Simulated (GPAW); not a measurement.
Zr: single point with PBE

Zr:

```xyz
2
Lattice="3.2320 0.0000 0.0000 -1.6160 2.7990 0.0000 0.0000 0.0000 5.1470" Properties=species:S:1:pos:R:3 pbc="T T T"
Zr    1.6160    0.9330    3.8603
Zr    0.0000    1.8660    1.2868
```

```yaml
Program: GPAW 26.7.0
Task: single point
Functional: PBE
Potentials_or_basis: GPAW PAW data sets (gpaw-data 1.2.1)
Cutoff: 600 eV
Basis: pw
k_mesh: 9 × 9 × 5
Occupations: gaussian, width 0.019 eV
Spin: no spin polarisation
Maxiter: 150
```

```yaml
Pressure: 0.2 GPa
Band_gap_on_the_k_mesh: none (metal or under the smearing width)
```

Stress tensor (GPa, compression positive):
```
-0.09  0.00  0.00
 0.00 -0.09  0.00
 0.00  0.00  0.92
```

Levels at points of the mesh, in eV from the Fermi level:
```tsv
k point	band 10	band 11	band 12	band 13	band 14	band 15
(0.00, 0.00, 0.00)	-3.06	0.82	0.82	0.97	1.12	1.51
```

Wall time 22 s on 1 thread of Arm Neoverse V2, on a shared host, peak memory 0.18 GiB.
